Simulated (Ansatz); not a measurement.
SnO₂ and its competing phases

Method: DFT PBE, scalar-relativistic, plane waves, PAW (Ansatz). Settings: cutoff 420 eV, Γ-centred meshes spaced at most about 0.3 Å⁻¹, and about 0.25 Å⁻¹ or finer for metals (2π included), Gaussian smearing. No spin polarisation.

Formation energies are uncorrected and refer to the elements' standard structures at the same level (O₂ as a molecule). The references include grey tin.

Temperature and zero-point effects are left out.

The competitors are the elements and 3 reference phases of this chemical system (from databases or known types: Sn3O4, SnO, SnO2), relaxed at the same level; other known phases may be missing.

The candidate was reached from: 3-, 6-connected net, changed on relaxing.

Space group Fm-3m (No. 225). a = 5.143 Å, b = 5.143 Å, c = 5.143 Å, α = 90.00°, β = 90.00°, γ = 90.00°
```json
{"atom": "Sn", "site": "4b", "symmetry": "m-3m", "x": "0.5000", "y": "0.0000", "z": "0.0000"}
{"atom": "O", "site": "8c", "symmetry": "-43m", "x": "0.2500", "y": "0.2500", "z": "0.7500"}
```

Question: Is it stable, and against what?

Answer: Not the lowest form: another structure of the same formula lies lower. Its formation energy is -1.360 eV/atom. The lowest competing phase at this composition is this:

```tsv
phase	space group	source	share of atoms	ΔE_f (eV/atom)
SnO2	P4_2/mnm (No. 136)	Materials Project	1.0000	-1.612
```

The candidate lies 0.25 eV/atom above this phase. The guess has relaxed into a known cell: it matches a Materials Project cell. A listed cell this far over the hull points to a high-pressure or hypothetical entry, or to an error of the functional. Checks: no imaginary mode at Γ (other wave vectors untested). It has the fluorite type.
